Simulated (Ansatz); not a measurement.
Crystal: Cs2AgBiBr6.

```xyz
10
Lattice="0.0000 5.6161 5.6161 5.6161 0.0000 5.6161 5.6161 5.6161 0.0000" Properties=species:S:1:pos:R:3 pbc="T T T"
Bi    0.0000    0.0000    0.0000
Cs    8.4242    8.4242    8.4242
Cs    2.8081    2.8081    2.8081
Ag    5.6161    5.6161    5.6161
Br    5.6161    5.6161    8.4180
Br    5.6161    5.6161    2.8142
Br    2.8142    5.6161    5.6161
Br    5.6161    8.4180    5.6161
Br    8.4180    5.6161    5.6161
Br    5.6161    2.8142    5.6161
```

```yaml
Program: Ansatz 0.2.0
Task: relaxation of cell and atoms
Functional: PBE
Potentials_or_basis: Ansatz PAW
Cutoff: "420 eV (not typed: the program's choice for these potentials)"
k_mesh: 3 × 3 × 3
Occupations: fermi-dirac, width 0.05 eV
Spin: no spin polarisation
```

At the start: volume 35.43 Å³/atom.

**Question.** Where does the relaxation end?

**Answer.** It ends after 5 steps and the volume is 37.86 Å³/atom (+6.9 %); space group Fm-3m (No. 225, to 0.05 Å).

The path:
| step | energy change (eV) | largest force (eV/Å) | volume (Å³) |
| --- | --- | --- | --- |
| 1 | 0.0000 | 0.2876 | 354.27 |
| 2 | -0.1148 | 0.1988 | 372.40 |
| 3 | -0.1336 | 0.0506 | 375.89 |
| 4 | -0.1353 | 0.0005 | 378.65 |
| 5 | -0.1369 | 0.0006 | 378.65 |

Final structure:
```xyz
10
Lattice="0.0000 5.7421 5.7421 5.7421 0.0000 5.7421 5.7421 5.7421 0.0000" Properties=species:S:1:pos:R:3 pbc="T T T"
Bi    0.0000    0.0000    0.0000
Cs    8.6131    8.6131    8.6131
Cs    2.8710    2.8710    2.8710
Ag    5.7421    5.7421    5.7421
Br    5.7421    5.7421    8.5985
Br    5.7421    5.7421    2.8857
Br    2.8857    5.7421    5.7421
Br    5.7421    8.5985    5.7421
Br    8.5985    5.7421    5.7421
Br    5.7421    2.8857    5.7421
```

Caveat: the plane-wave basis is chosen anew once the cell has moved, so the energies of steps on either side of that aren't comparable.
